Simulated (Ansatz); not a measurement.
# Deforming LiH

```yaml
crystal:
  lattice:
    - [0.00000, 2.00349, 2.00349]
    - [2.00349, 0.00000, 2.00349]
    - [2.00349, 2.00349, 0.00000]
  atoms:
    - { symbol: Li, position: [0.00000, 0.00000, 0.00000] }
    - { symbol: H, position: [0.50000, 0.50000, 0.50000] }
```

Atom numbers follow the list: Li1, H2.

The cell was built from the rocksalt type and relaxed in the same program, and has space group Fm-3m; it needn't be a known or the stable phase.

The calculation used DFT, PBE, all-electron LAPW, scalar-relativistic in Ansatz 0.2.0.

The runs use a Γ-centred 14×14×14 k mesh, Fermi–Dirac smearing of 0.08 eV, basis error target 1 meV/atom, no spin polarisation.

The unchanged cell is at -0.02 GPa.

Semilocal functionals give too small gaps.

x, y and z are the Cartesian axes of the cell as listed; fractional coordinates follow a strain, and an engineering shear is twice the off-diagonal strain component.

(1) With this change (xy engineering shear strain of -1 %), what becomes of the energy and stress and gap?

(2) With this change (z strained by -3 % at fixed volume), what becomes of the energy and stress and gap?

(3) With this change (atom 2 (H) moved by (0.0289, 0.0289, 0.0289) Å), what becomes of the energy and stress and forces and gap?

(4) What force constant does this one finite step give for H2 along its displacement (all its periodic images move with it)?

Results:

(1) Energy change under 1 meV/atom; stress change (xx, yy, zz, yz, xz, xy) 0.00, 0.00, 0.00, 0.00, 0.00, 0.49 GPa, compression positive; gap on the k mesh 2.98 → 2.98 eV.

(2) Energy change +3 meV/atom; stress change (xx, yy, zz, yz, xz, xy) -0.98, -0.98, 2.35, 0.00, 0.00, 0.00 GPa, compression positive; gap on the k mesh 2.98 → 2.56 eV.

(3) Energy change under 1 meV/atom; stress change (xx, yy, zz, yz, xz, xy) 0.04, 0.04, 0.04, -0.01, -0.01, -0.01 GPa, compression positive; change of the force on H2 (-0.032, -0.032, -0.032) eV/Å; gap on the k mesh 2.98 → 3.00 eV.

(4) k = −ΔF·u/|u|² = 1.10 eV/Å², so the force pulls the atom back.
